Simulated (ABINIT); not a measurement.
# SiC (F-43m): G0W0 with ABINIT, start to end, part 2 of 3

Wanted: ground state, empty states, screening and self-energy for SiC (F-43m).

ABINIT 10.8.3; PBE and many-body steps on it, plane waves. Known limits of the many-body steps: not at the basis limit; coarse k mesh.

So far. Step 2 (Ground state): The gap is indirect, with the least direct gap 3.19 eV higher.

## Step 3: Bands along the symmetry lines

Level of this step: DFT, PBE, plane waves, norm-conserving pseudopotentials (ABINIT).

The cheap functional maps the bands first; the places of the edges decide which points the dearer methods must see.

Input file run.abi:

```
acell 3*1.0 Angstrom
rprim 
  -0.000000000000 2.179000000000 2.179000000000
  2.179000000000 0.000000000000 2.179000000000
  2.179000000000 2.179000000000 -0.000000000000
ntypat 2
znucl 14 6
natom 2
typat 1 2
xred 
  0.000000000000 0.000000000000 0.000000000000
  0.250000000000 0.250000000000 0.250000000000
pp_dirpath "pseudos"
pseudos "Si.upf, C.upf"
ecut 37
iscf -2
irdden 1
kptopt 0
nkpt 50
kpt 
  0.00000000 0.00000000 0.00000000
  -0.06250000 -0.06250000 0.00000000
  -0.12500000 -0.12500000 0.00000000
  -0.18750000 -0.18750000 0.00000000
  -0.25000000 -0.25000000 0.00000000
  -0.31250000 -0.31250000 0.00000000
  -0.37500000 -0.37500000 0.00000000
  -0.43750000 -0.43750000 0.00000000
  -0.50000000 -0.50000000 0.00000000
  -0.48437500 -0.48437500 0.03125000
  -0.46875000 -0.46875000 0.06250000
  -0.45312500 -0.45312500 0.09375000
  -0.43750000 -0.43750000 0.12500000
  -0.42187500 -0.42187500 0.15625000
  -0.40625000 -0.40625000 0.18750000
  -0.39062500 -0.39062500 0.21875000
  -0.37500000 -0.37500000 0.25000000
  -0.37500000 0.00000000 0.37500000
  -0.32812500 0.00000000 0.32812500
  -0.28125000 0.00000000 0.28125000
  -0.23437500 0.00000000 0.23437500
  -0.18750000 0.00000000 0.18750000
  -0.14062500 0.00000000 0.14062500
  -0.09375000 0.00000000 0.09375000
  -0.04687500 0.00000000 0.04687500
  0.00000000 0.00000000 0.00000000
  0.00000000 0.00000000 0.06250000
  0.00000000 0.00000000 0.12500000
  0.00000000 0.00000000 0.18750000
  0.00000000 0.00000000 0.25000000
  0.00000000 0.00000000 0.31250000
  0.00000000 0.00000000 0.37500000
  0.00000000 0.00000000 0.43750000
  0.00000000 0.00000000 0.50000000
  -0.06250000 -0.03125000 0.46875000
  -0.12500000 -0.06250000 0.43750000
  -0.18750000 -0.09375000 0.40625000
  -0.25000000 -0.12500000 0.37500000
  -0.31250000 -0.15625000 0.34375000
  -0.37500000 -0.18750000 0.31250000
  -0.43750000 -0.21875000 0.28125000
  -0.50000000 -0.25000000 0.25000000
  -0.50000000 -0.28125000 0.21875000
  -0.50000000 -0.31250000 0.18750000
  -0.50000000 -0.34375000 0.15625000
  -0.50000000 -0.37500000 0.12500000
  -0.50000000 -0.40625000 0.09375000
  -0.50000000 -0.43750000 0.06250000
  -0.50000000 -0.46875000 0.03125000
  -0.50000000 -0.50000000 0.00000000
istwfk *1
nband 11
nbdbuf 2
tolwfr 1e-08
nstep 40
prtwf 0
prtvol 0
indata_prefix "in"
outdata_prefix "out"
tmpdata_prefix "tmp"
```

Launch:

```
$ OMP_NUM_THREADS=1 mpirun -n 4 abinit run.abi > log
```

Numbers of over 12 decimals in the logs are rounded to 6 here.

What it wrote:

```text
.Version 10.8.3 of ABINIT. v10.8.2 released Aug 2026.

 Symmetries : space group F-4 3 m (#216); Bravais cF (face-center cubic)
[... echo of the input left out ...]
== DATASET  1 ==================================================================
-   mpi_nproc: 4, omp_nthreads: 1 (-1 if OMP is not activated)

--- !DatasetInfo
iteration_state: {dtset: 1, }
dimensions: {natom: 2, nkpt: 50, mband: 11, nsppol: 1, nspinor: 1, nspden: 1, mpw: 1524, }
cutoff_energies: {ecut:  37.0, pawecutdg:  -1.0, }
electrons: {nelect:   8.00000000E+00, charge:   0.00000000E+00, occopt:   1.00000000E+00, tsmear:   1.00000000E-02, }

 Real(R)+Recip(G) space primitive vectors, cartesian coordinates (Bohr,Bohr^-1):
 R(1)=  0.0000000  4.1177132  4.1177132  G(1)= -0.1214266  0.1214266  0.1214266
 R(2)=  4.1177132  0.0000000  4.1177132  G(2)=  0.1214266 -0.1214266  0.1214266
 R(3)=  4.1177132  4.1177132  0.0000000  G(3)=  0.1214266  0.1214266 -0.1214266
 Unit cell volume ucvol=  1.3963629E+02 bohr^3
 Angles (23,13,12)=  6.00000000E+01  6.00000000E+01  6.00000000E+01 degrees

 getcut: wavevector=  0.0000  0.0000  0.0000  ngfft=  32  32  32
         ecut(hartree)=     37.000   => boxcut(ratio)=   2.00684

--- Pseudopotential description ------------------------------------------------
- Si Generated using ONCVPSP code by D. R. Hamann
- 14.00000   4.00000  171031                  znucl, zion, pspdat
12 -101130 2 -1 1510                          pspcod,pspxc,lmax,lloc,mmax
     nproj     2     2     2
  pspatm : epsatm=    9.34321561
         --- l  ekb(1:nproj) -->
             0    5.168965    0.829883
             1    2.571282    0.578307
             2   -2.427311   -0.488097
 pspatm: atomic psp has been read  and splines computed

- C Generated using ONCVPSP code by D. R. Hamann
-  6.00000   4.00000  171031                  znucl, zion, pspdat
12 -101130 1 -1 1248                          pspcod,pspxc,lmax,lloc,mmax
     nproj     2     2     0
  pspatm : epsatm=    4.31346680
         --- l  ekb(1:nproj) -->
[...]
pspatm: atomic psp has been read  and splines computed

--------------------------------------------------------------------------------

================================================================================
 prteigrs : about to open file out_EIG
 Non-SCF case, kpt    1 (  0.00000  0.00000  0.00000), residuals and eigenvalues=
  7.31E-09  4.96E-09  5.11E-09  9.57E-09  4.44E-09  2.28E-09  5.11E-09  7.08E-09
[...]
-3.1511E-01  2.5118E-01  2.5118E-01  2.5118E-01  4.7989E-01  5.1987E-01
  5.1987E-01  5.1987E-01  7.8510E-01  7.8510E-01  8.5604E-01
 Non-SCF case, kpt    2 ( -0.06250 -0.06250  0.00000), residuals and eigenvalues=
  9.46E-10  3.51E-09  2.94E-09  7.57E-09  2.73E-09  5.13E-09  2.12E-09  7.33E-09
[...]
-3.1136E-01  2.3949E-01  2.4389E-01  2.4389E-01  4.8954E-01  5.1068E-01
[...]
1.01E-09  2.75E-09  3.28E-09  3.77E-09  2.35E-09  4.84E-09  1.51E-09  8.94E-09
[...]
-3.0018E-01  2.1014E-01  2.2553E-01  2.2553E-01  4.7852E-01  5.1628E-01
  5.5867E-01  5.5867E-01  6.7428E-01  8.0189E-01  9.1296E-01
[...]
Non-SCF case, kpt   49 ( -0.50000 -0.46875  0.03125), residuals and eigenvalues=
[...]
-1.3046E-01 -3.4798E-02  1.3098E-01  1.3132E-01  3.0612E-01  4.1484E-01
  7.5986E-01  7.6594E-01  7.9086E-01  9.7615E-01  1.0605E+00
 Non-SCF case, kpt   50 ( -0.50000 -0.50000  0.00000), residuals and eigenvalues=
[...]
-1.3075E-01 -3.5551E-02  1.3389E-01  1.3389E-01  3.0121E-01  4.1043E-01
  7.6569E-01  7.6569E-01  7.9395E-01  9.8755E-01  1.0706E+00

--- !ResultsGS
iteration_state: {dtset: 1, }
comment   : Summary of ground state results
lattice_vectors:
- [ -0.0000000,   4.1177132,   4.1177132, ]
- [  4.1177132,   0.0000000,   4.1177132, ]
- [  4.1177132,   4.1177132,  -0.0000000, ]
lattice_lengths: [   5.82333,    5.82333,    5.82333, ]
lattice_angles: [ 60.000,  60.000,  60.000, ] # degrees, (23, 13, 12)
lattice_volume:   1.3963629E+02
convergence: {deltae:  0.000E+00, res2:  0.000E+00, residm:  9.981E-09, diffor:  0.000E+00, }
etotal    :  -1.02697872E+01
entropy   :   0.00000000E+00
fermie    :   2.51183540E-01
cartesian_stress_tensor: null
pressure_GPa: null
xred      :
- [  0.0000E+00,   0.0000E+00,   0.0000E+00, Si]
- [  2.5000E-01,   2.5000E-01,   2.5000E-01,  C]
cartesian_forces: null
force_length_stats: {min: null, max: null, mean: null, }

 Integrated electronic density in atomic spheres:
 ------------------------------------------------
 Atom  Sphere_radius  Integrated_density
[...]
================================================================================

 ----iterations are completed or convergence reached----

 Mean square residual over all n,k,spin=   47.481E-10; max=  99.808E-10
 reduced coordinates (array xred) for    2 atoms
[...]
cartesian coordinates (angstrom) at end:
    1      0.000000     0.000000     0.000000
    2      1.089500     1.089500     1.089500
 length scales=  1.889726125908  1.889726125908  1.889726125908 bohr
              =  1.000000000000  1.000000000000  1.000000000000 angstroms
 prteigrs : about to open file out_EIG
 Eigenvalues (hartree) for nkpt=  50  k points:
 kpt#   1, nband= 11, wtk=  1.00000, kpt=  0.0000  0.0000  0.0000 (reduced coord)
[...]
kpt#   2, nband= 11, wtk=  1.00000, kpt= -0.0625 -0.0625  0.0000 (reduced coord)
[...]
kpt#   3, nband= 11, wtk=  1.00000, kpt= -0.1250 -0.1250  0.0000 (reduced coord)
[...]
kpt#  49, nband= 11, wtk=  1.00000, kpt= -0.5000 -0.4687  0.0313 (reduced coord)
  -0.13046   -0.03480    0.13098    0.13132    0.30612    0.41484    0.75986    0.76594
   0.79086    0.97615    1.06049
 kpt#  50, nband= 11, wtk=  1.00000, kpt= -0.5000 -0.5000  0.0000 (reduced coord)
  -0.13075   -0.03555    0.13389    0.13389    0.30121    0.41043    0.76569    0.76569
   0.79395    0.98755    1.07056

== END DATASET(S) ==============================================================
================================================================================

 -outvars: echo values of variables after computation  --------
            nband          11
             nkpt          50
          spgroup         216
 [... the other variables as echoed above ...]

 Calculation completed.
```

Run time: 3.3 s. Hardware: 4 MPI ranks of AMD EPYC 7R13 (Zen 3), shared host; peak memory 0.27 GiB; 12 s of CPU time.

Numbers from this step:

```yaml
gap: 1.361 eV
k_of_the_valence_top: 0, 0, 0
k_of_the_conduction_bottom: -0.5, -0.5, 0
least_direct_gap: 4.553 eV
```

The gap is 1.361 eV, as in the run before at this level.

Electronic bands along the path, in eV, zero at the top of the highest filled band; v1 is the highest filled band, c1 the lowest empty one:

| point | v4 | v3 | v2 | v1 | c1 | c2 | c3 | c4 |
| --- | --- | --- | --- | --- | --- | --- | --- | --- |
| Γ | -15.41 | 0.00 | 0.00 | 0.00 | 6.22 | 7.31 | 7.31 | 7.31 |
| halfway | -13.81 | -3.35 | -1.94 | -1.94 | 4.06 | 6.35 | 10.58 | 10.58 |
| X | -10.39 | -7.80 | -3.19 | -3.19 | 1.36 | 4.33 | 14.00 | 14.00 |
| halfway | -10.34 | -7.64 | -4.23 | -3.04 | 2.10 | 5.31 | 13.33 | 13.54 |
| U | -10.39 | -7.28 | -5.55 | -2.60 | 3.11 | 7.78 | 11.84 | 12.45 |
| jump to K | -10.39 | -7.28 | -5.55 | -2.60 | 3.11 | 7.78 | 11.84 | 12.45 |
| halfway | -13.64 | -4.48 | -2.93 | -0.54 | 6.77 | 7.84 | 8.25 | 9.05 |
| Γ | -15.41 | 0.00 | 0.00 | 0.00 | 6.22 | 7.31 | 7.31 | 7.31 |
| halfway | -14.21 | -4.30 | -0.61 | -0.61 | 5.99 | 7.91 | 7.91 | 9.35 |
| L | -11.84 | -8.54 | -1.05 | -1.05 | 5.43 | 7.23 | 7.23 | 10.05 |
| halfway | -11.20 | -7.83 | -3.71 | -2.26 | 5.25 | 7.28 | 10.15 | 11.00 |
| W | -10.16 | -7.03 | -4.99 | -4.69 | 5.21 | 9.44 | 9.45 | 9.79 |
| halfway | -10.28 | -7.49 | -4.07 | -4.05 | 3.06 | 6.02 | 11.94 | 13.32 |
| X | -10.39 | -7.80 | -3.19 | -3.19 | 1.36 | 4.33 | 14.00 | 14.00 |

The electronic bands as a text plot (rows in eV, shown from -8.0 to 7.4 only):

```
    7.0 |+++++           +      ++++++++        +++++++
    6.4 |++++ ++                     +++++++
    5.8 |       ++      +     ++            +++++ ++++       +
    5.1 |    +    +    +    ++                   +    ++++++  +
    4.5 |          ++++                                     +  ++
    3.8 |     ++           +
    3.2 |       ++        +                                  +
    2.6 |               ++                                    +
    1.9 |         +   ++                                       +
    1.3 |          +++                                          +
    0.6 |
    0.0 |**                      **********
   -0.6 |  **                   *  ***  *  *****
   -1.3 |  ***              ****         **     *****
   -1.9 |    ***           *     ****               **
   -2.6 |       ***      **                *         **
   -3.2 |     **   ******       ***                    *       **
   -3.8 |                     **                      * *    **
   -4.5 |       **     **       *           *          * ****
   -5.1 |                *  **                          ****
   -5.8 |         *       **  **             **
   -6.4 |                   **
   -7.0 |          **     **                   *        *****
   -7.7 |            *****                            **     ****
         Γ           X  U|K            Γ         L        W     X
```

## Step 4: Empty states on the mesh, 4×4×4 mesh, 23 bands

The sums over transitions need many empty states on a uniform mesh; this step solves for them.

Input file run.abi:

```
acell 3*1.0 Angstrom
rprim 
  -0.000000000000 2.179000000000 2.179000000000
  2.179000000000 0.000000000000 2.179000000000
  2.179000000000 2.179000000000 -0.000000000000
ntypat 2
znucl 14 6
natom 2
typat 1 2
xred 
  0.000000000000 0.000000000000 0.000000000000
  0.250000000000 0.250000000000 0.250000000000
pp_dirpath "pseudos"
pseudos "Si.upf, C.upf"
ecut 37
ngkpt 4 4 4
nshiftk 1
shiftk 0 0 0
kptopt 1
chksymbreak 0
iscf -2
irdden 1
istwfk *1
nband 23
nbdbuf 4
tolwfr 1e-09
nstep 60
prtvol 0
indata_prefix "in"
outdata_prefix "out"
tmpdata_prefix "tmp"
```

What it wrote:

```text
.Version 10.8.3 of ABINIT. v10.8.2 released Aug 2026.

 Symmetries : space group F-4 3 m (#216); Bravais cF (face-center cubic)
[... echo of the input left out ...]
== DATASET  1 ==================================================================
-   mpi_nproc: 4, omp_nthreads: 1 (-1 if OMP is not activated)

--- !DatasetInfo
iteration_state: {dtset: 1, }
dimensions: {natom: 2, nkpt: 8, mband: 23, nsppol: 1, nspinor: 1, nspden: 1, mpw: 1524, }
cutoff_energies: {ecut:  37.0, pawecutdg:  -1.0, }
electrons: {nelect:   8.00000000E+00, charge:   0.00000000E+00, occopt:   1.00000000E+00, tsmear:   1.00000000E-02, }

 Real(R)+Recip(G) space primitive vectors, cartesian coordinates (Bohr,Bohr^-1):
 R(1)=  0.0000000  4.1177132  4.1177132  G(1)= -0.1214266  0.1214266  0.1214266
 R(2)=  4.1177132  0.0000000  4.1177132  G(2)=  0.1214266 -0.1214266  0.1214266
 R(3)=  4.1177132  4.1177132  0.0000000  G(3)=  0.1214266  0.1214266 -0.1214266
 Unit cell volume ucvol=  1.3963629E+02 bohr^3
 Angles (23,13,12)=  6.00000000E+01  6.00000000E+01  6.00000000E+01 degrees

 getcut: wavevector=  0.0000  0.0000  0.0000  ngfft=  32  32  32
         ecut(hartree)=     37.000   => boxcut(ratio)=   2.00684

--- Pseudopotential description ------------------------------------------------
- Si Generated using ONCVPSP code by D. R. Hamann
- 14.00000   4.00000  171031                  znucl, zion, pspdat
12 -101130 2 -1 1510                          pspcod,pspxc,lmax,lloc,mmax
     nproj     2     2     2
  pspatm : epsatm=    9.34321561
         --- l  ekb(1:nproj) -->
             0    5.168965    0.829883
             1    2.571282    0.578307
             2   -2.427311   -0.488097
 pspatm: atomic psp has been read  and splines computed

- C Generated using ONCVPSP code by D. R. Hamann
-  6.00000   4.00000  171031                  znucl, zion, pspdat
12 -101130 1 -1 1248                          pspcod,pspxc,lmax,lloc,mmax
     nproj     2     2     0
  pspatm : epsatm=    4.31346680
         --- l  ekb(1:nproj) -->
[...]
pspatm: atomic psp has been read  and splines computed

--------------------------------------------------------------------------------

================================================================================
 prteigrs : about to open file out_EIG
 Non-SCF case, kpt    1 (  0.00000  0.00000  0.00000), residuals and eigenvalues=
  5.63E-11  1.37E-10  2.52E-10  6.02E-10  3.56E-10  4.49E-11  1.57E-10  8.34E-10
  5.60E-11  6.14E-10  3.51E-10  1.11E-10  3.04E-10  5.13E-10  3.12E-10  1.53E-10
  2.10E-10  3.22E-10  5.06E-10  2.94E-09  2.72E-09  7.14E-09  2.18E-09
 -3.1511E-01  2.5118E-01  2.5118E-01  2.5118E-01  4.7989E-01  5.1987E-01
  5.1987E-01  5.1987E-01  7.8510E-01  7.8510E-01  8.5604E-01  8.8634E-01
  8.8634E-01  8.8634E-01  1.1155E+00  1.4861E+00  1.4861E+00  1.4861E+00
  1.7795E+00  1.7795E+00  1.7795E+00  1.8267E+00  1.8267E+00
 prteigrs : prtvol=0 or 1, do not print more k-points.

--- !ResultsGS
iteration_state: {dtset: 1, }
comment   : Summary of ground state results
lattice_vectors:
- [ -0.0000000,   4.1177132,   4.1177132, ]
- [  4.1177132,   0.0000000,   4.1177132, ]
- [  4.1177132,   4.1177132,  -0.0000000, ]
lattice_lengths: [   5.82333,    5.82333,    5.82333, ]
lattice_angles: [ 60.000,  60.000,  60.000, ] # degrees, (23, 13, 12)
lattice_volume:   1.3963629E+02
convergence: {deltae:  0.000E+00, res2:  0.000E+00, residm:  9.804E-10, diffor:  0.000E+00, }
etotal    :  -1.02697872E+01
entropy   :   0.00000000E+00
fermie    :   2.51183540E-01
cartesian_stress_tensor: null
pressure_GPa: null
xred      :
- [  0.0000E+00,   0.0000E+00,   0.0000E+00, Si]
- [  2.5000E-01,   2.5000E-01,   2.5000E-01,  C]
cartesian_forces: null
force_length_stats: {min: null, max: null, mean: null, }

 Integrated electronic density in atomic spheres:
 ------------------------------------------------
 Atom  Sphere_radius  Integrated_density
[...]
================================================================================

 ----iterations are completed or convergence reached----

 Mean square residual over all n,k,spin=   39.222E-11; max=  98.041E-11
 reduced coordinates (array xred) for    2 atoms
       0.000000000000      0.000000000000      0.000000000000
       0.250000000000      0.250000000000      0.250000000000

 cartesian coordinates (angstrom) at end:
    1      0.000000     0.000000     0.000000
    2      1.089500     1.089500     1.089500
 length scales=  1.889726125908  1.889726125908  1.889726125908 bohr
              =  1.000000000000  1.000000000000  1.000000000000 angstroms
 prteigrs : about to open file out_EIG
 Eigenvalues (hartree) for nkpt=   8  k points:
 kpt#   1, nband= 23, wtk=  0.01563, kpt=  0.0000  0.0000  0.0000 (reduced coord)
  -0.31511    0.25118    0.25118    0.25118    0.47989    0.51987    0.51987    0.51987
   0.78510    0.78510    0.85604    0.88634    0.88634    0.88634    1.11545    1.48606
   1.48606    1.48606    1.77947    1.77947    1.77947    1.82670    1.82670
 prteigrs : prtvol=0 or 1, do not print more k-points.

== END DATASET(S) ==============================================================
================================================================================

 -outvars: echo values of variables after computation  --------
            nband          23
             nkpt           8
          spgroup         216
 [... the other variables as echoed above ...]

 Calculation completed.
```

Run time: 2.4 s. Hardware: 4 MPI ranks; peak memory 0.07 GiB; 8.9 s of CPU time.

Numbers from this step:

```yaml
gap: 1.361 eV
k_of_the_valence_top: 0, 0, 0
k_of_the_conduction_bottom: 0.5, 0.5, 0
least_direct_gap: 4.553 eV
k_points_computed: 8
lowest_point_of_the_top_converged_band_above_the_valence_top: 34.06 eV
```

On this mesh the gap is 1.361 eV.

[end of part 2 of 3]

[Paths, hosts, dates, memory and timing lines, banners, echoed tables and standing remarks are left out of the program output.]

[Logs are printed without paths, hosts, clocks, repeated set-up lines and the standing remarks that a program may print on its own settings, such as how far it seeks lower states.]

[Runs of the session that timed out or met a known fault of the program may be left out.]

[Hosts, paths, dates, database ids (printed as entryN), source tags and the programs' standing remarks are cut or masked in the printed files.]

[G0W0 gaps are taken among the corrected bands and points alone; a level outside them can change the order at an edge.]

[Where Ansatz stands beside ABINIT at settings called matched, ABINIT's density can come from a denser mesh and the files from another edition; pairs whose starting gaps differed by over 0.03 eV were left out, so agreement reads better than it is.]
